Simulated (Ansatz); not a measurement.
Theory: DFT PBE, scalar-relativistic, plane waves, PAW (Ansatz). All cells share a 420 eV cutoff and Γ-centred k meshes spaced at most about 0.3 Å⁻¹ (about 0.25 or finer for metals, 2π included). No spin polarisation in the final relaxations.

All energies are static (0 K, no zero-point motion).

Compare these two cells of Li5Cl3, each relaxed at this level.

A.

```xyz
8
Lattice="-3.3644 3.3644 3.3644 3.3644 -3.3644 3.3644 3.3644 3.3644 -3.3644" Properties=species:S:1:pos:R:3 pbc="T T T"
Li    1.6822    1.6822    1.6822
Li    1.6822    1.6822   -1.6822
Li    1.6822   -1.6822    1.6822
Li   -1.6822    1.6822    1.6822
Li    0.0000    0.0000    0.0000
Cl    3.3644    0.0000    0.0000
Cl    0.0000    3.3644    0.0000
Cl    0.0000    0.0000    3.3644
```

B.

```xyz
8
Lattice="8.0899 0.0000 0.0000 -4.0450 7.0061 0.0000 0.0000 0.0000 4.5360" Properties=species:S:1:pos:R:3 pbc="T T T"
Li    4.0450    0.0000    0.0000
Li   -2.0225    3.5030    0.0000
Li    2.0225    3.5030    0.0000
Li    0.0000    0.0000    1.1395
Li    0.0000    0.0000    3.3965
Cl    4.0450    0.0000    2.2680
Cl   -2.0225    3.5030    2.2680
Cl    2.0225    3.5030    2.2680
```

Question: Which would you expect to be lower, and how large is the difference?

Answer: A is lower, by 127 meV/atom. A has space group Im-3m (No. 229), 19.0 Å³/atom and no gap on its mesh; B has space group P6/mmm (No. 191), 32.1 Å³/atom and a gap of 0.14 eV. Counting Cl atoms around Li (those within 1.25 times the shortest such distance or 1.15 times the sum of covalent radii, 1.27 where that leaves under three; the shortest distance is added where it exceeds 1.18 times the sum of covalent radii; a slash parts the counts of unlike sites), A has Li 6 from 2.9 Å/6 from 3.4 Å and B has Li 2/6 from 4.2 Å. In A, Li on a site of symmetry -3m is surrounded by 2 Li at 2.91 Å, 6 Cl at 2.91 Å and 6 Li at 3.36 Å; Li on a site of symmetry m-3m has 8 Li at 2.91 Å and 6 Cl at 3.36 Å; Cl is surrounded by 8 Li at 2.91 Å, 2 Li at 3.36 Å and 4 Cl at 3.36 Å. In B, Li on a site of symmetry mmm has 2 Cl at 2.27 Å; around Li on a site of symmetry 6mm lie 2 Li at 2.26–2.28 Å; around Cl lie 2 Li at 2.27 Å. Both come from invented guesses.

Weakly bound directions are ill-defined at this level, which has no dispersion term (P6/mmm), and this can change margins and order among such cells. Kohn–Sham gaps at this level usually fall short of measured ones. The zero gap of Im-3m may come from the functional, which often closes small gaps, or the cell may be a true semimetal. Cells relaxed within their symmetry can be saddle points.
